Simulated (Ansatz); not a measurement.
TlCl: excitons and shallow donors from band masses and screening

Theory: DFT PBE+D3(BJ), scalar-relativistic, plane waves, PAW (Ansatz).

Cutoff 420 eV; k points 8×8×8 on the computed 2-atom cell (Γ-centred); Gaussian smearing, width 0.02 eV; no spin polarisation.

Relaxed cell: Pm-3m, a = 3.918 Å, b = 3.918 Å, c = 3.918 Å, α = 90.00°, β = 90.00°, γ = 90.00°, 2 atoms in the primitive cell.

The calculation gives a Kohn–Sham gap of 2.23 eV, an electron mass of 0.257 mₑ and a hole mass of 0.487 mₑ (harmonic means over x, y, z and over the bands degenerate at each edge), and ε∞ = 5.51 (independent particles, mean of the diagonal).

Question: Estimate the binding energy and radius of a Wannier–Mott exciton and of a shallow donor, and say whether the hydrogenic model can hold.

Answer: The reduced mass is μ = mₙmₕ/(mₙ + mₕ) = 0.168 mₑ, with mₙ and mₕ the band masses. With E_b = 13.606 eV × μ/ε² and a = 0.529 Å × ε/μ (μ in mₑ) the exciton has E_b = 75 meV and a = 17.4 Å. For a donor μ is the electron mass: 115 meV and 11.4 Å. The exciton's radius is 4 times the shortest lattice vector (3.92 Å), so the continuum picture is reasonable. In a polar crystal the ions screen too, so a state bound more weakly than an optical phonon feels the larger static constant, which lowers the energy and widens the orbit. The other way, the small Kohn–Sham gap and the missing local fields make ε∞ too large and the masses tend to be too light, which underbinds.

Spin-orbit coupling is left out, which matters for the bands of heavy elements. An atom lies near a switch of its D3 coefficient C6 between reference coordination numbers, so the dispersion energy changes steeply there and can make or shift the minimum.